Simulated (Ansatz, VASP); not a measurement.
Two plane-wave programs on MgO

```
Mg O
1.0
     3.28053    0.00000    0.00000
    -1.64026    2.84102    0.00000
     0.00000    0.00000   10.51390
Mg O
4 4
Direct
  0.33333 0.66667 0.96949
  0.00000 0.00000 0.22082
  0.00000 0.00000 0.72082
  0.66667 0.33333 0.46949
  0.33333 0.66667 0.78004
  0.00000 0.00000 0.52964
  0.00000 0.00000 0.02964
  0.66667 0.33333 0.28004
```

Measurements of this composition are mostly on another form, of space group No. 225.

Alike in both runs: task single point; functional PBE; k mesh 9 × 9 × 4; occupations gaussian, width 0.05 eV; no spin polarisation.

|  | VASP | Ansatz |
| --- | --- | --- |
| version | VASP 6.6.1 | Ansatz 0.2.0 |
| potentials or method | VASP PAW PBE potentials, release 64 (Mg, O) | scalar-relativistic, plane waves, PAW |
| plane-wave cutoff (eV) | 520 | 520 |
| valence electrons in the cell | 32 | 64 |

|  | VASP | Ansatz | Ansatz less VASP |
| --- | --- | --- | --- |
| gap on the k mesh at the Fermi level (eV) | 3.44 | 3.46 | +0.019 |
| least direct gap on the mesh (eV) | 3.44 | 3.46 | +0.019 |
| pressure (GPa) | -0.4 | 0.0 | +0.43 |

The two sets of potentials don't hold the same shells in valence.

Caveats: an odd mesh through Γ misses points on the zone boundary, where band edges often lie.
